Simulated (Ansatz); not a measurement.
# PtS2 monolayer (1T): modes against uniaxial strain along the armchair direction, normal to a, with the width clamped, part 2 of 2

Wanted: the shifts of the zone-centre modes of PtS2 monolayer (1T) with strain.

Ansatz 0.2.0; DFT PBEsol, scalar-relativistic, plane waves, PAW; PAW set soft_1.

So far. Step 4 (Tight relaxation): The largest force component left is 0.0096 meV/Å, within the tolerances set.

## (5) Zone-centre response at rest

Phonons follow from the second derivative of the energy, found here by linear response.

The modes at rest are the reference of the series.

input.yaml reads:

```yaml
crystal:
  lattice:
    - [3.5358486852, 0.0, 0.0]
    - [-1.7679243426, 3.0621347853, 0.0]
    - [0.0, 0.0, 29.504]
  atoms:
    - { symbol: Pt, position: [0.0, 0.0, 0.3389370933] }
    - { symbol: S, position: [0.3333333333, 0.6666666667, 0.3801783493] }
    - { symbol: S, position: [0.6666666667, 0.3333333333, 0.2976958373] }
  periodic: [true, true, false]
kpoints:
  mp_grid: { grid: [9, 9, 1] }
hamiltonian:
  xc: pbesol
  pseudopotentials: { kind: paw, azcp: { folder: soft_1 }, xc_functional: pbe }
scf:
  occupations: { method: fixed }
output:
  eigenvalues: true
phonons:
  method: dfpt
```

On the command line:

```sh
ansatz run input.yaml --threads 4 --pin off --max-ram 16384MiB --backend cpu --events-out ev --progress --plain --runs-dir out
```

Numbers of over 12 decimals in the logs are rounded to 6 here.

What it wrote:

```text
Warning: crystal.symmetry: narrowed to the stabiliser of the run's FFT grids — unitary ops 12 → 6. A phonons.method: dfpt run fills in the rows of the dynamical matrix that it does not solve by its symmetry operations, which is exact only for operations that map its FFT grids onto themselves: filled in by any other, the frequencies could depend on the order in which like atoms are typed, or, by more than the grids' own error, on where the crystal sits among the grids' points. Excluded: 6 operations. The run can therefore solve more perturbations, solve them on more k-points, or both, and cost more. [rest of the remark cut]
[...]
Crystal: 3 atoms, lattice volume = 319.447 Å³
Basis set: ecut = 420 eV, 6165 PW (Γ), exchange–correlation on 48×48×400 points (8 copies of the dense FFT grid, shifted against one another)
Bands: 19, of which v1, the nominal top of the filled ones, is band 15 counted from 1 (14 counted from 0)
Symmetry: 12 space group operations
k-points: 25 of 81 (irreducible under 2 space group operations, time reversal used)
[...]
SCF iter   1: F=—  HF=-14157.731821 eV  |F-HF|=—  |Δ(HF+E_count)|=         —  Δρ=4.20e-2  dr2=6.65e0  ethr=3.10e-3  ⟨swp⟩=7.9  Hψ=3130  notcnv=0  defer=49
[...]
SCF iter  11: F=-14156.381815 eV  HF=-14156.381815 eV  |F-HF|=9.09e-12  |Δ(HF+E_count)|=  1.86e-10  Δρ=7.75e-8  dr2=2.15e-11  ethr=1.00e-12  ⟨swp⟩=25.1  Hψ=6634  notcnv=0
SCF 1 converged in 11 iterations: F = -14156.381815 eV  dr2 = 2.15e-11
[...]
DFPT response loops at Γ: preconditioner auto → none (the input reference at scf.mixing.eps_inf says where Resta's filter doesn't serve); β = 0.50; Broyden in place of MSR1
SCF converged after 11 iterations
Free energy (F): -14156.381815 eV
[...]
Internal energy: -14156.381815 eV  (E = F + TS)
E sigma→0 (E₀):  -14156.381815 eV
Fermi energy:    -6.390496 eV
[...]
--- Band table (eV; the first three rows and the last of 25) ---
  k-point 0: bands = [... 11 lower, -7.1474, -7.0714, -6.6351, -6.6351, -3.0321, -3.0321, -0.8464, -0.6530]
  k-point 1: bands = [... 11 lower, -7.7693, -6.8305, -6.5716, -6.3905, -3.7639, -3.2408, -0.4928, -0.2699]
  k-point 2: bands = [... 11 lower, -8.3660, -6.6756, -6.6162, -6.4697, -4.5684, -3.4901, 0.0030, 0.3002]
  k-point 24: bands = [... 11 lower, -8.4876, -7.9477, -7.5159, -6.4595, -4.4395, -3.7563, 0.4788, 1.0793]
--- Phonons (Γ-DFPT): 6 representative perturbations + reference, on 25 of 81 k-points (Σ response iterations 29) ---
  ASR residual: 2.784e-4 → 0.000e0 eV/Å²; symmetrization residual: 1.037e-5 eV/Å²
  The last average, over the group as it would stand without the narrowing to the FFT grids, took up to 7.021e-7 eV/Å² of the zone centre's force constants
  ASR residual per site (eV/Å²): 2.78e-4 5.43e-5 5.71e-5
  Γ frequencies (cm⁻¹): 0.00 0.00 0.00 300.02 300.02 320.25 320.25 325.78 335.21
  non-analytic LO–TO correction: not included (Born effective charges unavailable; polar crystals: no LO–TO splitting at Γ)
```

Run time: 28 s. Hardware: 4 threads of Arm Neoverse V2, shared host; peak memory 0.94 GiB; 1.7 min of CPU time.

In the SCF lines HF is the Harris–Foulkes energy and dr2 the Hartree energy of the density residual, in eV; the loop may stop once dr2 is under the threshold and the program's other checks hold. Hψ counts applications of the Hamiltonian.

This step gave:

```
sum-rule residual before enforcement                    : 2.78e-4 eV/Å²
point group                                             : -3m
highest optical mode at the zone centre (no LO-TO term) : 335.2 cm⁻¹
lowest optical zone-centre mode                         : 300.0 cm⁻¹
```

Without the LO-TO term. Patterns of degenerate modes are one choice out of their space. Modes at Γ, with each element's share of the kinetic energy:

| mode | frequency (cm⁻¹) | symmetry | Pt % | S % |
| --- | --- | --- | --- | --- |
| 1 | 0.0 | acoustic | 75 | 25 |
| 2 | 0.0 | acoustic | 75 | 25 |
| 3 | 0.0 | acoustic | 75 | 25 |
| 4 | 300.0 | Eg | 0 | 100 |
| 5 | 300.0 | Eg | 0 | 100 |
| 6 | 320.2 | Eu | 25 | 75 |
| 7 | 320.2 | Eu | 25 | 75 |
| 8 | 325.8 | A2u | 25 | 75 |
| 9 | 335.2 | A1g | 0 | 100 |

Displacements in mode 4 (300.0 cm⁻¹), the largest set to 1:
```
Pt1  0.00  0.00  0.00
S2  -0.54  1.00  0.00
S3   0.54 -1.00  0.00
```

Displacements in mode 8 (325.8 cm⁻¹), the largest set to 1:
```
Pt1  0.00  0.00 -0.33
S2   0.00  0.00  1.00
S3   0.00  0.00  1.00
```

Before it was imposed, the acoustic sum rule was missed by 2.8e-4 eV/Å². Small misses are needed for a sound result but don't prove that mesh and cutoff are converged. The lowest optical mode is real, 300 cm⁻¹.

## (6) Relaxation of a member: uniaxial strain of +5 % along the armchair direction, normal to a, with the width clamped

The cell takes a uniaxial strain of +5 % along the armchair direction, normal to a, with the width clamped. The cell is held, and the atoms relax in it.

input.yaml, the sections that differ from step 5:

```yaml
crystal:
  lattice:
    - [3.5358486852, 0.0, 0.0]
    - [-1.7679243426, 3.2152415247, 0.0]
    - [0.0, 0.0, 29.504]
  atoms:
    - { symbol: Pt, position: [0.0, 0.0, 0.3389370933] }
    - { symbol: S, position: [0.3297614267, 0.6595228535, 0.3788203088] }
    - { symbol: S, position: [0.6702385733, 0.3404771465, 0.2990538778] }
  periodic: [true, true, false]
output:
  forces: true
  stress: true
  eigenvalues: true
relax:
  adjacent_minimum: "off"
  f_tol: 0.001
  max_steps: 60
# kpoints, hamiltonian, scf: as in step 5
# phonons: removed
```

What it wrote:

```text
[...]
--- Relaxed structure (4 steps of the walk, 4 accepted, 0 SCFs on fresh bases) ---
  F+E_penalty+E_count = -14156.30801939 eV   max|allowed force component| = 7.132e-4 eV/Å
  cell:  # Å, volume = 335.4194 Å³
    - [3.5358486852, 0.0, 0.0]
    - [-1.7679243426, 3.2152415247, 0.0]
    - [0.0, 0.0, 29.504]
  atoms:
    - { symbol: Pt, position: [0.0, 0.0, 0.3389370933] }
    - { symbol: S, position: [0.329111, 0.658222, 0.378494] }
    - { symbol: S, position: [0.670889, 0.341778, 0.299380] }
[key lines of the parts left out:]
SCF converged after 5 iterations
Free energy (F): -14156.308019 eV
Fermi energy:    -6.289061 eV
P = ½ c Tr σ = -2.6816 N/m
```

The job ended after 10 s (4 threads; peak memory 0.63 GiB).

Relaxation path:

| step | energy less that of the first step (eV) | largest force component (eV/Å) |
| --- | --- | --- |
| 1 | 0.0000 | 0.1159 |
| 2 | -0.0011 | 0.0422 |
| 3 | -0.0013 | 0.0055 |
| 4 | -0.0013 | 0.0007 |

Forces are held to the 4 operations that the run works with; a distortion that breaks them can't arise in this run.

The atoms that moved most (Å):

| atom | dx | dy | dz | length |
| --- | --- | --- | --- | --- |
| S2 | 0.000 | -0.004 | -0.010 | 0.010 |
| S3 | 0.000 | 0.004 | 0.010 | 0.010 |

The relaxed structure:

```
Pt S
1.0
     3.53585    0.00000    0.00000
    -1.76792    3.21524    0.00000
     0.00000    0.00000   29.50400
Pt S
1 2
Direct
  0.00000 0.00000 0.33894
  0.32911 0.65822 0.37849
  0.67089 0.34178 0.29938
```

This step gave:

| Property | Result |
| --- | --- |
| gap on the k-mesh | 1.555 eV |
| area per atom | 3.79 Å² |

The largest force component left is 0.71 meV/Å.

## (7) Modes of this member: uniaxial strain of +5 % along the armchair direction, normal to a, with the width clamped

The zone-centre modes follow for uniaxial strain of +5 % along the armchair direction, normal to a, with the width clamped.

input.yaml, the sections that differ from step 6:

```yaml
crystal:
  lattice:
    - [3.5358486852, 0.0, 0.0]
    - [-1.7679243426, 3.2152415247, 0.0]
    - [0.0, 0.0, 29.504]
  atoms:
    - { symbol: Pt, position: [0.0, 0.0, 0.3389370933] }
    - { symbol: S, position: [0.3291107958, 0.6582215917, 0.3784942152] }
    - { symbol: S, position: [0.6708892042, 0.3417784083, 0.2993799714] }
  periodic: [true, true, false]
output:
  eigenvalues: true
phonons:
  method: dfpt
# kpoints, hamiltonian, scf: as in step 6
# relax: removed
```

What it wrote:

```text
[...]
Crystal: 3 atoms, lattice volume = 335.419 Å³
Basis set: ecut = 420 eV, 6505 PW (Γ), exchange–correlation on 60×60×400 points (8 copies of the dense FFT grid, shifted against one another)
Bands: 19, of which v1, the nominal top of the filled ones, is band 15 counted from 1 (14 counted from 0)
Symmetry: 4 space group operations
k-points: 25 of 81 (irreducible under 2 space group operations, time reversal used)
[...]
SCF iter   1: F=—  HF=-14157.674146 eV  |F-HF|=—  |Δ(HF+E_count)|=         —  Δρ=4.13e-2  dr2=6.91e0  ethr=3.10e-3  ⟨swp⟩=7.8  Hψ=3109  notcnv=0  defer=48
[...]
SCF iter  11: F=-14156.308019 eV  HF=-14156.308019 eV  |F-HF|=3.09e-11  |Δ(HF+E_count)|=  9.09e-12  Δρ=1.16e-7  dr2=2.87e-11  ethr=1.00e-12  ⟨swp⟩=25.7  Hψ=6625  notcnv=0
SCF 1 converged in 11 iterations: F = -14156.308019 eV  dr2 = 2.87e-11
[...]
SCF converged after 11 iterations
Free energy (F): -14156.308019 eV
[...]
Internal energy: -14156.308019 eV  (E = F + TS)
E sigma→0 (E₀):  -14156.308019 eV
Fermi energy:    -6.289064 eV
[...]
--- Band table (eV; the first three rows and the last of 25) ---
  k-point 0: bands = [... 11 lower, -7.1087, -7.0363, -6.8153, -6.6146, -3.1759, -3.1668, -0.9569, -0.7027]
  k-point 1: bands = [... 11 lower, -7.8442, -6.7995, -6.5845, -6.4483, -3.8961, -3.3503, -0.6013, -0.3087]
  k-point 2: bands = [... 11 lower, -8.4431, -6.7423, -6.6686, -6.4683, -4.7338, -3.5656, -0.1328, 0.1799]
  k-point 24: bands = [... 11 lower, -8.4088, -8.0245, -7.5401, -6.4271, -4.4790, -3.8184, 0.0182, 0.9880]
[...]
ASR residual: 9.474e-5 → 0.000e0 eV/Å²; symmetrization residual: 8.001e-6 eV/Å²
[...]
ASR residual per site (eV/Å²): 9.47e-5 7.73e-5 8.13e-5
  Γ frequencies (cm⁻¹): 0.00 0.00 0.00 285.74 288.90 300.02 308.36 322.76 323.14
[...]
```

Elapsed: 47 s, on 4 threads; peak memory 1.1 GiB; 2.9 min of CPU time.

Numbers from this step:

* sum-rule residual before enforcement: 9.47e-5 eV/Å²
* point group: 2/m
* highest optical mode at the zone centre (no LO-TO term): 323.1 cm⁻¹
* lowest optical zone-centre mode: 285.7 cm⁻¹

Without the LO-TO term. Patterns of degenerate modes are one choice out of their space. The modes at Γ (shares of kinetic energy by element, %):

| mode | frequency (cm⁻¹) | symmetry | Pt % | S % |
| --- | --- | --- | --- | --- |
| 1 | 0.0 | acoustic | 75 | 25 |
| 2 | 0.0 | acoustic | 75 | 25 |
| 3 | 0.0 | acoustic | 75 | 25 |
| 4 | 285.7 | Ag | 0 | 100 |
| 5 | 288.9 | Bu | 25 | 75 |
| 6 | 300.0 | Bg | 0 | 100 |
| 7 | 308.4 | Au | 25 | 75 |
| 8 | 322.8 | Bu | 25 | 75 |
| 9 | 323.1 | Ag | 0 | 100 |

The lowest optical mode is real, 286 cm⁻¹, and the highest lies at 323.1 cm⁻¹.

Between step 5 and this run (strain 5 %) the value for the highest optical mode at the zone centre (no LO-TO term) moves from 335 cm⁻¹ to 323 cm⁻¹ (-4 %).

## (8) Relaxation of a member: uniaxial strain of -3 % along the armchair direction, normal to a, with the width clamped

The cell takes a uniaxial strain of -3 % along the armchair direction, normal to a, with the width clamped. The cell is held, and the atoms relax in it.

input.yaml, the sections that differ from step 7:

```yaml
crystal:
  lattice:
    - [3.5358486852, 0.0, 0.0]
    - [-1.7679243426, 2.9702707416, 0.0]
    - [0.0, 0.0, 29.504]
  atoms:
    - { symbol: Pt, position: [0.0, 0.0, 0.3389370933] }
    - { symbol: S, position: [0.3356616208, 0.6713232417, 0.3808917533] }
    - { symbol: S, position: [0.6643383792, 0.3286767583, 0.2969824333] }
  periodic: [true, true, false]
output:
  forces: true
  stress: true
  eigenvalues: true
relax:
  adjacent_minimum: "off"
  f_tol: 0.001
  max_steps: 60
# kpoints, hamiltonian, scf: as in step 7
# phonons: removed
```

What it wrote:

```text
[...]
Crystal: 3 atoms, lattice volume = 309.864 Å³
Basis set: ecut = 420 eV, 6023 PW (Γ), exchange–correlation on 48×48×400 points (8 copies of the dense FFT grid, shifted against one another)
Bands: 19, of which v1, the nominal top of the filled ones, is band 15 counted from 1 (14 counted from 0)
Symmetry: 4 space group operations
[...]
--- Relaxed structure (4 steps of the walk, 4 accepted, 0 SCFs on fresh bases) ---
  F+E_penalty+E_count = -14156.35442549 eV   max|allowed force component| = 1.748e-4 eV/Å
  cell:  # Å, volume = 309.8636 Å³
    - [3.5358486852, 0.0, 0.0]
    - [-1.7679243426, 2.9702707416, 0.0]
    - [0.0, 0.0, 29.504]
  atoms:
    - { symbol: Pt, position: [0.0, 0.0, 0.338937] }
    - { symbol: S, position: [0.336961, 0.673922, 0.381256] }
    - { symbol: S, position: [0.663039, 0.326078, 0.296618] }
[key lines of the parts left out:]
SCF converged after 5 iterations
Free energy (F): -14156.354425 eV
Fermi energy:    -6.307945 eV
P = ½ c Tr σ = 1.7577 N/m
```

The job ended after 9.8 s (4 threads; peak memory 0.61 GiB; 37 s of CPU time).

The steps of the relaxation:

| step | energy less that of the first step (eV) | largest force component (eV/Å) |
| --- | --- | --- |
| 1 | 0.0000 | 0.1512 |
| 2 | -0.0022 | 0.0305 |
| 3 | -0.0023 | 0.0057 |
| 4 | -0.0023 | 0.0002 |

The run keeps the 4 symmetry operations that it works with, so distortions that break them were not tested.

The atoms that moved most (Å):

| atom | dx | dy | dz | length |
| --- | --- | --- | --- | --- |
| S2 | 0.000 | 0.008 | 0.011 | 0.013 |
| S3 | 0.000 | -0.008 | -0.011 | 0.013 |

Final coordinates:

```xyz
3
Lattice="3.5358 0.0000 0.0000 -1.7679 2.9703 0.0000 0.0000 0.0000 29.5040" Properties=species:S:1:pos:R:3
Pt    0.0000    0.0000   10.0000
S     0.0000    2.0017   11.2486
S     1.7679    0.9685    8.7514
```

Numbers from this step:

```
gap on the k-mesh : 1.783 eV
area per atom     : 3.501 Å²
```

The largest force component left is 0.17 meV/Å.

## (9) Zone-centre modes of the member: uniaxial strain of -3 % along the armchair direction, normal to a, with the width clamped

The zone-centre modes follow for uniaxial strain of -3 % along the armchair direction, normal to a, with the width clamped.

input.yaml, the sections that differ from step 8:

```yaml
crystal:
  lattice:
    - [3.5358486852, 0.0, 0.0]
    - [-1.7679243426, 2.9702707416, 0.0]
    - [0.0, 0.0, 29.504]
  atoms:
    - { symbol: Pt, position: [0.0, 0.0, 0.3389370933] }
    - { symbol: S, position: [0.3369612456, 0.6739224912, 0.3812561067] }
    - { symbol: S, position: [0.6630387544, 0.3260775088, 0.2966180799] }
  periodic: [true, true, false]
output:
  eigenvalues: true
phonons:
  method: dfpt
# kpoints, hamiltonian, scf: as in step 8
# relax: removed
```

What it wrote:

```text
[...]
Crystal: 3 atoms, lattice volume = 309.864 Å³
Basis set: ecut = 420 eV, 6023 PW (Γ), exchange–correlation on 48×48×400 points (8 copies of the dense FFT grid, shifted against one another)
Bands: 19, of which v1, the nominal top of the filled ones, is band 15 counted from 1 (14 counted from 0)
Symmetry: 4 space group operations
[...]
k-point 2: bands = [... 11 lower, -8.3223, -6.6900, -6.6406, -6.3798, -4.4786, -3.4431, 0.1070, 0.3563]
  k-point 24: bands = [... 11 lower, -8.5285, -7.9375, -7.4931, -6.4431, -4.4320, -3.7266, 0.6686, 1.1343]
[...]
ASR residual: 3.433e-4 → 0.000e0 eV/Å²; symmetrization residual: 6.036e-6 eV/Å²
[...]
ASR residual per site (eV/Å²): 3.43e-4 7.76e-5 7.99e-5
  Γ frequencies (cm⁻¹): 0.00 0.00 0.00 299.50 304.13 324.77 325.15 334.37 341.49
[...]
[key lines of the parts left out:]
SCF converged after 11 iterations
Free energy (F): -14156.354425 eV
Fermi energy:    -6.307947 eV
```

It took 40 s on 4 threads; peak memory 0.93 GiB; 2.5 min of CPU time.

Numbers from this step:

```yaml
sum_rule_residual_before_enforcement: 3.43e-4 eV/Å²
highest_optical_mode_at_the_zone_centre_no_lo_to_term: 341.5 cm⁻¹
lowest_optical_zone_centre_mode: 299.5 cm⁻¹
```

Without the LO-TO term. Patterns of degenerate modes are one choice out of their space. The modes at Γ (shares of kinetic energy by element, %):

| mode | frequency (cm⁻¹) | symmetry | Pt % | S % |
| --- | --- | --- | --- | --- |
| 1 | 0.0 | acoustic | 75 | 25 |
| 2 | 0.0 | acoustic | 75 | 25 |
| 3 | 0.0 | acoustic | 75 | 25 |
| 4 | 299.5 | Bg | 0 | 100 |
| 5 | 304.1 | Ag | 0 | 100 |
| 6 | 324.8 | Bu | 25 | 75 |
| 7 | 325.1 | Au | 25 | 75 |
| 8 | 334.4 | Bu | 25 | 75 |
| 9 | 341.5 | Ag | 0 | 100 |

The lowest optical mode is real, 300 cm⁻¹, and the highest lies at 341.5 cm⁻¹.

## (10) The series together

The members are set side by side, also those not shown above.

Energies are extrapolated to zero smearing, and E0 is that at rest; the cell is clamped and the atoms are relaxed. State of the crystal along the series:

| strain (%) | E - E0 (meV/atom) | gap on mesh (eV) |
| --- | --- | --- |
| -3 | 9.13 | 1.783 |
| -2 | 4.048 | 1.799 |
| -1 | 1.01 | 1.812 |
| 0 | 0 | 1.822 |
| 1 | 1.003 | 1.792 |
| 2 | 3.998 | 1.751 |
| 3 | 8.95 | 1.689 |
| 4 | 15.83 | 1.624 |
| 5 | 24.6 | 1.555 |

Optical modes are counted from below at rest and tracked from member to member by their patterns, and modes that stay within 0.3 cm⁻¹ of each other stand once; labels, where given, are those at rest, then, where named, those of the strained cell; the cell is clamped and the atoms are relaxed. Optical modes along the series:

| strain (%) | optical mode 1 Eg to Ag single part (cm⁻¹) | optical mode 2 Eg to Bg single part (cm⁻¹) | optical mode 3 Eu to Bu single part (cm⁻¹) | optical mode 4 Eu to Au single part (cm⁻¹) | optical mode 5 A2u to Bu (cm⁻¹) | optical mode 6 A1g to Ag (cm⁻¹) |
| --- | --- | --- | --- | --- | --- | --- |
| -3 | 304.1 | 299.5 | 334.4 | 325.1 | 324.8 | 341.5 |
| -2 | 303.1 | 299.7 | 330.1 | 323.7 | 325.3 | 339.5 |
| -1 | 301.8 | 299.9 | 325.1 | 322.1 | 325.9 | 337.4 |
| 0 | 300 | 300 | 320.2 | 320.2 | 325.8 | 335.2 |
| 1 | 297.9 | 300.1 | 314.7 | 318.2 | 325.6 | 332.9 |
| 2 | 295.4 | 300.1 | 308.8 | 316 | 325.2 | 330.6 |
| 3 | 292.5 | 300.1 | 302.5 | 313.6 | 324.7 | 328.2 |
| 4 | 289.3 | 300.1 | 295.9 | 311 | 323.8 | 325.7 |
| 5 | 285.7 | 300 | 288.9 | 308.4 | 322.8 | 323.1 |

Value and slope at zero strain of a cubic (a lower polynomial where under five rows exist) through the rows within 2 % of rest. Slopes at rest:

| mode | frequency (cm⁻¹) | shift per percent of strain (cm⁻¹) |
| --- | --- | --- |
| optical mode 1 Eg to Ag single part | 300 | -1.93 |
| optical mode 2 Eg to Bg single part | 300 | 0.1 |
| optical mode 3 Eu to Bu single part | 320.2 | -5.17 |
| optical mode 4 Eu to Au single part | 320.2 | -1.95 |
| optical mode 5 A2u to Bu | 325.9 | -0.18 |
| optical mode 6 A1g to Ag | 335.2 | -2.24 |

## (11) Summary of results

```
members                                                          : 9
highest optical mode at the zone centre (no LO-TO term), at rest : 335.2 cm⁻¹
optical mode 3 Eu to Bu single part, shift per percent           : -5.17 cm⁻¹
optical mode 4 Eu to Au single part, shift per percent           : -1.95 cm⁻¹
optical mode 5 A2u to Bu, shift per percent                      : -0.18 cm⁻¹
optical mode 6 A1g to Ag, shift per percent                      : -2.24 cm⁻¹
```

What this shows: The strain lowers the symmetry: the level at 320.2 cm⁻¹ splits, into 288.9 and 308.4 cm⁻¹ at +5 %. Within 2 % of rest optical mode 5 A2u to Bu bends away from a straight line, so a single slope holds only near rest. The fastest shift in the table of slopes is -5.2 cm⁻¹ for each percent (optical mode 3 Eu to Bu single part). The width is clamped, so the contraction across the strain that a free sheet shows is left out. The patterns mix along the series (least overlap between neighbouring members 0.62), so columns can swap where modes come close. These are harmonic frequencies at zero temperature: anharmonic shifts, linewidths and thermal expansion are left out. Spin-orbit coupling is left out, which can matter for the heavy elements here. The starting cell was built on a prototype and not taken from a measurement. The PAW files were made for PBE; the program adapts parts of them to the functional of the run, but their partial waves stay those of PBE, an approximation that was not tested in this session. Only the zone centre was solved, so an instability at another wavevector cannot show here. In a sheet the LO-TO splitting vanishes at the zone centre, so no such term is missing here.

[Logs are printed without paths, hosts, clocks, repeated set-up lines and the standing remarks that a program may print on its own settings, such as how far it seeks lower states.]

[Hosts, paths, dates, database ids (printed as entryN), source tags and the programs' standing remarks are cut or masked in the printed files.]
